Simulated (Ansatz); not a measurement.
Here is an Ansatz 0.2.0 calculation.

File input.yaml:

```yaml
crystal:
  lattice:
    - [3.14, 0.0, 0.0]
    - [-1.57, 2.7193197679, 0.0]
    - [0.0, 0.0, 3.48]
  atoms:
    - { symbol: Hf, position: [0.00407, -0.003784, -0.002973] }
    - { symbol: B, position: [0.673524, 0.34355, 0.491307] }
    - { symbol: B, position: [0.31739, 0.675133, 0.484549] }
kpoints:
  mp_grid: { grid: [10, 10, 8] }
scf:
  occupations: { method: fermi_dirac, width: 0.05 }
hamiltonian:
  xc: pbesol
  pseudopotentials: { kind: all_electron, lapw: { basis_error: 0.001 } }
output:
  forces: true
  stress: true
  eigenvalues: true
  populations: true
```

Potentials or basis: all-electron LAPW, scalar-relativistic.

Run with:

```console
$ ansatz run input.yaml --threads 2 --pin off --max-ram 8192MiB --backend cpu --events-out ev --progress --plain --runs-dir out
```

(1) Estimate the pressure.

(2) Estimate the band gap on the k mesh.

## Answers

(1) -3.5 GPa.

(2) none (metal or under the smearing width).
